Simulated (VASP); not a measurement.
# ZnO (zincite) (P6_3mc) in VASP: notebook

Runs on ZnO (zincite). Level: PBE. Tasks: single point.

Program: VASP 6.6.1. These are calculated values, not measurements. Logs are shortened: lines on timing, memory, paths and dates and some standing lists are left out, and cuts for length are marked.

## 1. The undisturbed crystal

Symmetry: P6_3mc, No. 186, hexagonal system. Conventional cell: a = 3.249 Å, b = 3.249 Å, c = 5.206 Å, α = 90.00°, β = 90.00°, γ = 120.00°. Around Zn (site symmetry 3m) lie 4 O at 1.97 to 1.98 Å. O (site symmetry 3m) has 4 Zn at 1.97 to 1.98 Å as nearest neighbours.

## 2. Single point, PBE (grid = ENCUT=350 dk=0.45 cell=2x2x1 ISMEAR=0 SIGMA=0.05 LREAL=Auto EDIFF=0.0001)

Input file INCAR:

```
ALGO = Fast
EDIFF = 1E-4
ENCUT = 350
GGA = PE
ISIF = 2
ISMEAR = 0
LASPH = True
LCHARG = False
LREAL = Auto
LWAVE = False
NBANDS = 80
NELM = 120
PREC = Accurate
SIGMA = 0.05
```

Input file KPOINTS:

```
k-points
0
Gamma
  3 3 3
```

Input file POSCAR:

```
ZnO
1.0
    6.4986160000      0.0000000000      0.0000000000
   -3.2493080000      5.6279665454      0.0000000000
    0.0000000000      0.0000000000      5.2057090000
O Zn
8 8
Direct
    0.3333333334      0.1666666666      0.0000000000
    0.1666666666      0.3333333334      0.8790100000
    0.1666666666      0.8333333333      0.8790100000
    0.6666666666      0.3333333334      0.8790100000
    0.6666666666      0.8333333333      0.8790100000
    0.3333333334      0.6666666666      0.3790100000
    0.8333333333      0.1666666666      0.3790100000
    0.8333333333      0.6666666666      0.3790100000
    0.3333333334      0.6666666666      0.0000000000
    0.8333333333      0.1666666666      0.0000000000
    0.8333333333      0.6666666666      0.0000000000
    0.1666666666      0.3333333334      0.5000000000
    0.1666666666      0.8333333333      0.5000000000
    0.6666666666      0.3333333334      0.5000000000
    0.6666666666      0.8333333333      0.5000000000
    0.3333333334      0.1666666666      0.3790100000
```

Potentials or basis: VASP PAW PBE potentials, release 64 (O, Zn).

Run with:

```console
$ cat potpaw_PBE.64/O/POTCAR potpaw_PBE.64/Zn/POTCAR > POTCAR
$ mpirun -np 1 vasp_std > vasp.out
```

OUTCAR:

```text
EDIFF = 1E-4
   ENCUT = 350
   GGA = PE
   ISIF = 2
   ISMEAR = 0
   LASPH = True
   LREAL = Auto
   NELM = 120
   PREC = Accurate

 Found      7 irreducible k-points:

 Following reciprocal coordinates:
            Coordinates               Weight
  0.000000  0.000000  0.000000      1.000000
  0.333333 -0.000000  0.000000      6.000000
  0.333333  0.333333  0.000000      2.000000
  0.000000  0.000000  0.333333      2.000000
  0.333333 -0.000000  0.333333      6.000000
  0.000000  0.333333  0.333333      6.000000
   k-points           NKPTS =      7   k-points in BZ     NKDIM =      7   number of bands    NBANDS=     80
   number of dos      NEDOS =    301   number of ions     NIONS =     16
   total plane-waves  NPLWV =  51200
   dimension x,y,z NGX =    40 NGY =   40 NGZ =   32
   dimension x,y,z NGXF=    80 NGYF=   80 NGZF=   64
   ions per type =               8   8
   NGX,Y,Z   is equivalent  to a cutoff of  10.23, 10.23, 10.22 a.u.
   NGXF,Y,Z  is equivalent  to a cutoff of  20.47, 20.47, 20.44 a.u.
 SYSTEM =  unknown system
   PREC   = accura    normal or accurate (medium, high low for compatibility)
   ISTART =      0    job   : 0-new  1-cont  2-samecut
   ICHARG =      2    charge: 1-file 2-atom 10-const
   ISPIN  =      1    spin polarized calculation?
   LNONCOLLINEAR =      F non collinear calculations
   LSORBIT =      F    spin-orbit coupling
   LASPH  =      T    aspherical Exc in radial PAW
   ENCUT  =  350.0 eV  25.72 Ry    5.07 a.u.   9.91  9.91  7.94*2*pi/ulx,y,z
   NELM   =    120;   NELMIN=  2; NELMDL= -5     # of ELM steps
   EDIFF  = 0.1E-03   stopping-criterion for ELM
   LREAL  =      T    real-space projection
   EDIFFG = 0.1E-02   stopping-criterion for IOM
   NSW    =      0    number of steps for IOM
   IBRION =     -1    ionic relax: 0-MD 1-quasi-New 2-CG
   NFREE  =      0    steps in history (QN), initial steepest desc. (CG)
   ISIF   =      2    stress and relaxation
   ISYM   =      2    0-nonsym 1-usesym 2-fastsym
   POTIM  = 0.5000    time-step for ionic-motion
   TEBEG  =    0.0;   TEEND  =   0.0 temperature during run
   PSTRESS=    0.0 pullay stress
   NELECT =     144.0000    total number of electrons
   NUPDOWN=      -1.0000    fix difference up-down
   EMIN   =  10.00;   EMAX   =-10.00  energy-range for DOS
   EFERMI =   0.00;   METHOD = LEGACY
   ISMEAR =     0;   SIGMA  =   0.05  broadening in eV -4-tet -1-fermi 0-gaus
   EFERMI_NEDOS =   21; number of points for ismear=-14 and -15
   IALGO  =     68    algorithm
   IMIX   =      4    mixing-type and parameters
     AMIX     =   0.40;   BMIX     =  1.00
     AMIX_MAG =   1.60;   BMIX_MAG =  1.00
  volume/ion in A,a.u.               =      11.90        80.30
  Fermi-wavevector in a.u.,A,eV,Ry     =   1.491574  2.818667 30.270160  2.224794
  Thomas-Fermi vector in A             =   2.604212
   LORBIT       =      0    0 simple, 1 ext, 2 COOP (PROOUT), +10 PAW based schemes
   GGA     = PE    functional components
   LHFCALC =     F    Hartree Fock is set to
   AEXX    =    0.0000 exact exchange contribution
   IVDW    =     0    specifies the selected vdW correction
   LEPSILON=     F    determine dielectric tensor
   LRPA    =     F    only Hartree local field effects (RPA)
 non-spin polarized calculation
 RMM-DIIS sequential band-by-band and
 Gauss-broadening in eV      SIGMA  =   0.05
  energy-cutoff  :      350.00
  volume of cell :      190.39
 maximum number of plane-waves:      2853
 NGX is ok and might be reduce to    40
   NGX = 19   NGY = 19   NGZ = 15

 number of electron     143.9999870 magnetization

 Free energy of the ion-electron system (eV)
  ---------------------------------------------------
  ext. energy  EPLUGINS =         0.00000000
  ---------------------------------------------------
  free energy    TOTEN  =       -58.58332998 eV

  energy without entropy =      -58.57528514  energy(sigma->0) =      -58.57930756

 E-fermi :   2.4363     XC(G=0): -10.9655

 val. band max:        2.3340235041   @ k =   0.3333  -0.0000   0.0000
 cond. band min:       2.4449077455   @ k =   0.0000   0.0000   0.3333
 fundamental gap:      0.1108842414
 Fermi energy:         2.4363305048

 k-point     1 :       0.0000    0.0000    0.0000
  band No.  band energies     occupation
      1     -17.1420      2.00000
      2     -16.6631      2.00000
      3     -16.5092      2.00000
      4     -16.5092      2.00000
      5     -16.0094      2.00000
      6     -15.7318      2.00000
[... 72 lines left out ...]
     79       7.1255      0.00000
     80       8.2507      0.00000

 k-point     2 :       0.3333   -0.0000    0.0000
  band No.  band energies     occupation
      1     -17.0073      2.00000
      2     -16.7188      2.00000
      3     -16.5714      2.00000
      4     -16.5117      2.00000
      5     -16.0168      2.00000
      6     -15.8039      2.00000
[... 72 lines left out ...]
     79       8.1070      0.00000
     80       8.5457      0.00000

 k-point     3 :       0.3333    0.3333    0.0000
  band No.  band energies     occupation
      1     -16.8613      2.00000
      2     -16.7432      2.00000
      3     -16.7351      2.00000
      4     -16.4675      2.00000
      5     -16.0146      2.00000
      6     -15.8559      2.00000
[... 72 lines left out ...]
     79       8.3937      0.00000
     80       8.8066      0.00000

 k-point     4 :       0.0000    0.0000    0.3333
  band No.  band energies     occupation
      1     -17.0114      2.00000
      2     -16.7468      2.00000
      3     -16.4896      2.00000
      4     -16.4896      2.00000
      5     -16.0345      2.00000
      6     -15.7363      2.00000
[... 72 lines left out ...]
     79       6.7652      0.00000
     80       7.5003      0.00000

 k-point     5 :       0.3333   -0.0000    0.3333
  band No.  band energies     occupation
      1     -16.9060      2.00000
      2     -16.7253      2.00000
      3     -16.5640      2.00000
      4     -16.4919      2.00000
      5     -16.0660      2.00000
      6     -15.8291      2.00000
[... 72 lines left out ...]
     79       7.5662      0.00000
     80       7.8728      0.00000

 k-point     6 :       0.0000    0.3333    0.3333
  band No.  band energies     occupation
      1     -16.9056      2.00000
      2     -16.7250      2.00000
      3     -16.5642      2.00000
      4     -16.4918      2.00000
      5     -16.0660      2.00000
      6     -15.8288      2.00000
[... 72 lines left out ...]
     79       7.3904      0.00000
     80       8.1150      0.00000

 [... further k-points ...]
[... 5 lines left out ...]
  --------------------------------------------------------------------------------------
  -------------------------------------------------------------------------------------
  Total        8.4610664      8.4610664     -4.1923540      0.0000000     -0.0000000      0.0000000
  in kB       71.2005608     71.2005608    -35.2789995      0.0000000     -0.0000000      0.0000000
  external PRESSURE =      35.7073741 kB  Pullay stress =       0.0000000 kB

 VOLUME and BASIS-vectors are now :
 -----------------------------------------------------------------------------
  energy-cutoff  :      350.00
  volume of cell :      190.39
      direct lattice vectors                 reciprocal lattice vectors
     6.498616000  0.000000000  0.000000000     0.153878918  0.088842035  0.000000000
    -3.249308000  5.627966545  0.000000000     0.000000000  0.177684070  0.000000000
     0.000000000  0.000000000  5.205709000     0.000000000  0.000000000  0.192096792

 POSITION                                       TOTAL-FORCE (eV/Angst)
 -----------------------------------------------------------------------------------
      1.62465      0.93799      0.00000         0.000000     -0.000000      0.680815
     -0.00000      1.87599      4.57587        -1.467242      0.847113     -0.052148
     -1.62465      4.68997      4.57587         0.000000     -1.694225     -0.052148
      3.24931      1.87599      4.57587         1.467242      0.847113     -0.052148
      1.62465      4.68997      4.57587         0.000000      0.000000      0.140295
      0.00000      3.75198      1.97302        -0.083322     -0.048106      0.098201
[... 8 lines left out ...]
      1.62465      4.68997      2.60285         0.000000      0.000000      0.237558
      1.62465      0.93799      1.97302         0.000000      0.000000     -7.307594
 -----------------------------------------------------------------------------------
    total drift:                               -0.000000     -0.000013      0.031899

  FREE ENERGIE OF THE ION-ELECTRON SYSTEM (eV)
  ---------------------------------------------------
  free  energy   TOTEN  =       -58.5833299796 eV

  energy  without entropy=      -58.5752851367  energy(sigma->0) =      -58.57930756
```

Run time: 67 s. Hardware: 1 thread of Intel Xeon 6975P-C (Granite Rapids), shared host; peak memory 0.23 GiB.

The run converged, but a check on its numbers failed (symmetry, net force, bounds or a known fault of this set-up), so they aren't taken as properties of the crystal.

Caveat: the k mesh is coarse (spacing up to 0.40 Å⁻¹), so the values aren't converged; the cutoff lies under the usual one of these potentials, so the numbers hold a large basis-set error.

## 3. Single point, PBE (grid = ENCUT=400 dk=0.45 cell=2x2x1 ISMEAR=0 SIGMA=0.05 LREAL=Auto EDIFF=1e-06)

Edit INCAR of step 2 so:

```diff
@@ -1,4 +1,4 @@
 ALGO = Fast
-EDIFF = 1E-4
-ENCUT = 350
+EDIFF = 1E-6
+ENCUT = 400
 GGA = PE
```

KPOINTS is that of step 2.

POSCAR is that of step 2.

Potentials or basis: VASP PAW PBE potentials, release 64 (O, Zn).

Run with:

```console
$ cat potpaw_PBE.64/O/POTCAR potpaw_PBE.64/Zn/POTCAR > POTCAR
$ mpirun -np 1 vasp_std > vasp.out
```

OUTCAR:

```text
EDIFF = 1E-6
   ENCUT = 400
   GGA = PE
   ISIF = 2
   ISMEAR = 0
   LASPH = True
   LREAL = Auto
   NELM = 120
   PREC = Accurate

 Found      7 irreducible k-points:

 Following reciprocal coordinates:
            Coordinates               Weight
  0.000000  0.000000  0.000000      1.000000
  0.333333 -0.000000  0.000000      6.000000
  0.333333  0.333333  0.000000      2.000000
  0.000000  0.000000  0.333333      2.000000
  0.333333 -0.000000  0.333333      6.000000
  0.000000  0.333333  0.333333      6.000000
   k-points           NKPTS =      7   k-points in BZ     NKDIM =      7   number of bands    NBANDS=     80
   number of dos      NEDOS =    301   number of ions     NIONS =     16
   total plane-waves  NPLWV =  63504
   dimension x,y,z NGX =    42 NGY =   42 NGZ =   36
   dimension x,y,z NGXF=    84 NGYF=   84 NGZF=   72
   ions per type =               8   8
   NGX,Y,Z   is equivalent  to a cutoff of  10.74, 10.74, 11.50 a.u.
   NGXF,Y,Z  is equivalent  to a cutoff of  21.49, 21.49, 22.99 a.u.
 SYSTEM =  unknown system
   PREC   = accura    normal or accurate (medium, high low for compatibility)
   ISTART =      0    job   : 0-new  1-cont  2-samecut
   ICHARG =      2    charge: 1-file 2-atom 10-const
   ISPIN  =      1    spin polarized calculation?
   LNONCOLLINEAR =      F non collinear calculations
   LSORBIT =      F    spin-orbit coupling
   LASPH  =      T    aspherical Exc in radial PAW
   ENCUT  =  400.0 eV  29.40 Ry    5.42 a.u.  10.60 10.60  8.49*2*pi/ulx,y,z
   NELM   =    120;   NELMIN=  2; NELMDL= -5     # of ELM steps
   EDIFF  = 0.1E-05   stopping-criterion for ELM
   LREAL  =      T    real-space projection
   EDIFFG = 0.1E-04   stopping-criterion for IOM
   NSW    =      0    number of steps for IOM
   IBRION =     -1    ionic relax: 0-MD 1-quasi-New 2-CG
   NFREE  =      0    steps in history (QN), initial steepest desc. (CG)
   ISIF   =      2    stress and relaxation
   ISYM   =      2    0-nonsym 1-usesym 2-fastsym
   POTIM  = 0.5000    time-step for ionic-motion
   TEBEG  =    0.0;   TEEND  =   0.0 temperature during run
   PSTRESS=    0.0 pullay stress
   NELECT =     144.0000    total number of electrons
   NUPDOWN=      -1.0000    fix difference up-down
   EMIN   =  10.00;   EMAX   =-10.00  energy-range for DOS
[... 15 lines left out ...]
   LEPSILON=     F    determine dielectric tensor
   LRPA    =     F    only Hartree local field effects (RPA)
 non-spin polarized calculation
 RMM-DIIS sequential band-by-band and
 Gauss-broadening in eV      SIGMA  =   0.05
  energy-cutoff  :      400.00
  volume of cell :      190.39
 maximum number of plane-waves:      3474
 NGX is ok and might be reduce to    42
   NGX = 21   NGY = 21   NGZ = 17

 number of electron     144.0000331 magnetization

 Free energy of the ion-electron system (eV)
  ---------------------------------------------------
  ext. energy  EPLUGINS =         0.00000000
  ---------------------------------------------------
  free energy    TOTEN  =       -58.41931834 eV

  energy without entropy =      -58.41127352  energy(sigma->0) =      -58.41529593

 E-fermi :   2.4427     XC(G=0): -10.9660

 val. band max:        2.3407905881   @ k =   0.3333  -0.0000   0.0000
 cond. band min:       2.4509935267   @ k =   0.0000   0.0000   0.3333
 fundamental gap:      0.1102029387
 Fermi energy:         2.4427006937

 k-point     1 :       0.0000    0.0000    0.0000
  band No.  band energies     occupation
      1     -17.1061      2.00000
      2     -16.6194      2.00000
      3     -16.4704      2.00000
      4     -16.4704      2.00000
      5     -15.9715      2.00000
      6     -15.6897      2.00000
[... 487 lines left out ...]
     79       7.3896      0.00000
     80       8.1118      0.00000

 [... further k-points ...]

------------------------ aborting loop because EDIFF is reached ----------------------------------------

  FORCE on cell =-STRESS in cart. coord.  units (eV):
  Direction    XX          YY          ZZ          XY          YZ          ZX
  --------------------------------------------------------------------------------------
  -------------------------------------------------------------------------------------
  Total       18.3993610     18.3993610      6.0827305      0.0000000     -0.0000000      0.0000000
  in kB      154.8321174    154.8321174     51.1866710      0.0000000     -0.0000000      0.0000000
  external PRESSURE =     120.2836353 kB  Pullay stress =       0.0000000 kB

 VOLUME and BASIS-vectors are now :
 -----------------------------------------------------------------------------
  energy-cutoff  :      400.00
  volume of cell :      190.39
      direct lattice vectors                 reciprocal lattice vectors
     6.498616000  0.000000000  0.000000000     0.153878918  0.088842035  0.000000000
    -3.249308000  5.627966545  0.000000000     0.000000000  0.177684070  0.000000000
     0.000000000  0.000000000  5.205709000     0.000000000  0.000000000  0.192096792

 POSITION                                       TOTAL-FORCE (eV/Angst)
 -----------------------------------------------------------------------------------
      1.62465      0.93799      0.00000        -0.000000      0.000000      0.612489
     -0.00000      1.87599      4.57587        -1.400634      0.808656     -0.034802
     -1.62465      4.68997      4.57587        -0.000000     -1.617313     -0.034802
      3.24931      1.87599      4.57587         1.400634      0.808656     -0.034802
      1.62465      4.68997      4.57587        -0.000000      0.000000      0.140996
      0.00000      3.75198      1.97302        -0.079525     -0.045914      0.103791
[... 8 lines left out ...]
      1.62465      4.68997      2.60285        -0.000000      0.000000      0.235589
      1.62465      0.93799      1.97302        -0.000000      0.000000     -7.281935
 -----------------------------------------------------------------------------------
    total drift:                                0.000002     -0.000001     -0.012574

  FREE ENERGIE OF THE ION-ELECTRON SYSTEM (eV)
  ---------------------------------------------------
  free  energy   TOTEN  =       -58.4193183371 eV

  energy  without entropy=      -58.4112735167  energy(sigma->0) =      -58.41529593
```

stdout:

```text
POSCAR found type information on POSCAR O Zn
 POSCAR found :  2 types and      16 ions
 scaLAPACK will be used
 LDA part: xc-table for (Slater+PW92), standard interpolation
 POSCAR, INCAR and KPOINTS ok, starting setup
 FFT: planning ... GRIDC
 FFT: planning ... GRID_SOFT
 FFT: planning ... GRID
 WAVECAR not read
 entering main loop
```

Wall time 2 min (1 thread of Intel Xeon 6975P-C (Granite Rapids), shared host); peak memory 0.25 GiB.

These settings aren't checked as converged: the numbers below hold their error.

What came out:

* Free energy: -58.4193 eV
* Largest force: 7.282 eV/Å
* Band gap on the k mesh: none (metal or under the smearing width)

Caveat: the k mesh is coarse (spacing up to 0.40 Å⁻¹), so the values aren't converged; the cutoff is under 1.25 times the usual one of these potentials, so pressure, stress and relaxed cells hold a basis-set (Pulay) error.

(Part 1 of 2 ends here.)
